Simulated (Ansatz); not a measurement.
The system is InSe.

```xyz
4
Lattice="5.8264 -2.0546 0.0000 5.8264 2.0546 0.0000 -1.7232 0.0000 4.7713" Properties=species:S:1:pos:R:3 pbc="T T T"
In   10.2693    0.0000    0.2235
In   -0.3398    0.0000    4.5479
Se    6.5489    0.0000    3.1918
Se    3.3807    0.0000    1.5795
```

The cell comes from a database or a generator and needn't be the stable form of this composition.

Base run:

| Quantity | Value |
| --- | --- |
| Program | Ansatz 0.2.0 |
| Functional | LDA |
| Potentials or basis | all-electron LAPW, scalar-relativistic |
| Cutoff | 240 eV |
| Density cutoff | 960 eV |
| Basis error allowed | 0.002 eV/atom |
| k mesh | 7 × 7 × 6 |
| Occupations | fermi-dirac, width 0.05 eV |
| Spin | no spin polarisation |

Its results: band gap on the k mesh 1.00 eV, indirect (least direct gap 1.07 eV); pressure -2.8 GPa; largest force 0.089 eV/Å.

Task: The run is repeated on the same cell with these changes: functional from LDA to PBEsol; k mesh from 7 × 7 × 6 to 5 × 5 × 4. What comes out?

Result: Band gap on the k mesh 1.05 eV, indirect (least direct gap 1.24 eV); pressure -1.1 GPa; largest force 0.063 eV/Å.

Several settings changed at once, so the effect can't be laid on one alone.

Caveats: spin-orbit coupling is left out, which moves the levels of the heavy elements.

A k mesh can miss the band edges.

Not every run made on this cell is shown here.
